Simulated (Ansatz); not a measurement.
# NiO

Computed with Ansatz (plane waves, PAW, 420 eV cutoff): PBE+U (U_eff = 6.2 eV on Ni 3d), scalar-relativistic, collinear spin, Γ-centred 10×10×5 mesh, 0.05 eV Gaussian smearing; PAW files: Ansatz's generated set soft_2.

```yaml
crystal:
  lattice:
    - [0.00000, 2.12617, 2.12617]
    - [2.12617, 0.00000, 2.12617]
    - [4.24935, 4.24935, 0.00299]
  atoms:
    - { symbol: Ni, position: [0.00000, 0.00000, 0.00000] }
    - { symbol: O, position: [0.50000, 0.50000, 0.25000] }
    - { symbol: Ni, position: [0.00000, 0.00000, 0.50000] }
    - { symbol: O, position: [0.50000, 0.50000, 0.75000] }
```

The chain of runs began from a cell as deposited in COD, expanded in volume.

Magnetic state: antiferromagnetic, site spin moments Ni 1.69, -1.69 μB.

The run above is the reference. The same cell was run again with other input settings; several of them aren't fit for production, so the rows show the settings' effect and aren't properties of the material.

| keys changed | outcome | ΔE (meV/atom) | P (GPa) | gap on the mesh (eV) | cell moment (μB) | largest force component (eV/Å) | SCF iterations | rough core-seconds | new warnings |
| --- | --- | --- | --- | --- | --- | --- | --- | --- | --- |
| none (reference) | converged | 0.0 | 0.0 | 2.81 | 0.00 | 0.000 | – | – | – |
| kpoints.mp_grid.grid: [10, 10, 5] → [8, 8, 4]; hamiltonian.hubbard: {"sites": [{"species": "Ni", "l": "d", "u_eff": 6.2}]} → {"sites": [{"species": "Ni", "l": "d", "u_eff": 2.0}], "double_counting": "fll"}; scf.n_extra_bands: 16 | converged | – | -4.7 | 1.90 | 0.00 | 0.000 | 17 | 11 | – |
| scf.occupations.width: 0.05 → 0.005 | converged | 0.0 | 0.0 | 2.81 | 0.00 | 0.000 | 18 | 28 | – |
| scf.occupations.width: 0.05 → null; scf.occupations.method: "gaussian" → "tetrahedron"; basis.xc_grid: 4 | converged | 0.0 | 0.0 | 2.81 | 0.00 | 0.000 | 16 | 15 | band table not solved further; tetrahedron derivatives may miss energy slope |

These changes also left energy (to 0.1 meV/atom), pressure, gap, moment and forces as in the reference: scf.mixing.preconditioner: "kerker_dos"; scf.occupations.width: 0.05 → null; scf.occupations.method: "gaussian" → "tetrahedron" | scf.eigensolver.kind: "davidson" | basis.ecutrho_ratio: 4 → 12.

ΔE is the energy with the smearing extrapolated to zero. It is left out where the change alters the Hamiltonian or the spin treatment. The varied runs start from atomic densities (corrected by the program's trained start where that serves), with the default search for lower states unless a row changes it, while the reference went on from a saved state, so a magnet may end in another state whatever the setting.

**Question.** What happens with these changes: kpoints.mp_grid.grid: [10, 10, 5] → [8, 8, 4]; scf.occupations.method: "gaussian" → "cold"; scf.occupations.width: 0.05 → 0.01?

**Answer.** outcome converged, ΔE (meV/atom) 0.0, P (GPa) 0.0, gap on the mesh (eV) 2.77, cell moment (μB) 0.00, largest force component (eV/Å) 0.000, SCF iterations 23, rough core-seconds 15.

**Question.** What happens with these changes: hamiltonian.xc: "pbe" → "pbesol"?

**Answer.** outcome converged, P (GPa) -9.3, gap on the mesh (eV) 2.73, cell moment (μB) 0.00, largest force component (eV/Å) 0.000, SCF iterations 18, rough core-seconds 27.

Of the reference: Open d and f shells can converge to several self-consistent states; this is the one that the run reached. Site moments are of spin, integrated over atomic spheres. The relaxed cell is 5 % larger in volume than the cell of this structure in the Crystallography Open Database (9.11 Å³/atom, 2012).
